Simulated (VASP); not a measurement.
Input of a VASP 6.6.1 run:

INCAR

```
SYSTEM = Cu
PREC = Accurate
ENCUT = 520
EDIFF = 1E-7
ISMEAR = 0
SIGMA = 0.1
LREAL = .False.
LASPH = .True.
NELM = 60
ALGO = Normal
ISIF = 2
LWAVE = .False.
LCHARG = .False.
GGA = PS
NBANDS = 12
```

File KPOINTS:

```
regular mesh
0
Gamma
  8 8 8
  0 0 0
```

The input POSCAR:

```
Cu
1.0
    2.2884509792      0.0000000000      0.0000000000
    0.0000000000      2.2884509792      0.0000000000
    0.0000000000      0.0000000000      2.2884509792
Cu
1
Direct
    0.0000000000      0.0000000000      0.0000000000
```

Potentials or basis: VASP PAW PBE potentials, release 64 (Cu).

The run is started by

```bash
$ cat potpaw_PBE.64/Cu/POTCAR > POTCAR
$ mpirun -np 1 vasp_std > vasp.out
```

Task: What does it give for the band gap on the k mesh?

Result: None (metal or under the smearing width).

Task: Predict the pressure.

Result: 14.8 GPa.

Caveat: the PAW data sets were made with another functional, which shifts forces and pressure a little.
